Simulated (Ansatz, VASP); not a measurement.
P: VASP beside Ansatz

```
CELL_PARAMETERS angstrom
4.27533 0.00000 0.00000
0.00000 4.27533 0.00000
0.00000 0.00000 4.27533
ATOMIC_POSITIONS crystal
P 0.24665 0.24665 0.24665
P 0.25335 0.75335 0.74665
P 0.75335 0.74665 0.25335
P 0.74665 0.25335 0.75335
```

Alike in both runs: task relaxation of cell and atoms; functional PBE; k mesh 4 × 4 × 4; occupations gaussian, width 0.1 eV; no spin polarisation.

|  | VASP | Ansatz |
| --- | --- | --- |
| version | VASP 6.6.1 | Ansatz 0.2.0 |
| potentials or method | VASP PAW PBE potentials, release 64 (P) | scalar-relativistic, plane waves, PAW |
| plane-wave cutoff (eV) | 600 | 420 |
| valence electrons in the cell | 20 | 20 |

|  | VASP | Ansatz | Ansatz less VASP |
| --- | --- | --- | --- |
| gap on the k mesh at the Fermi level, each at its own relaxed structure (eV) | none | none | - |
| relaxed volume (Å³/atom) | 16.34 | 16.34 | +0.004 |
| relaxed cell length with the largest relative difference (Å) | 4.028 | 4.028 | +0.0003 |
| energy change over the relaxation (meV/atom) | -684 | -680 | +3.7 |

A gap of «none» marks a metal or a gap that the smearing closes.

Caveats: the k mesh is coarse (spacing up to 0.37 Å⁻¹), so the values aren't converged; the volume moved by over 15 % at a fixed basis, so the end points are rough (VASP).
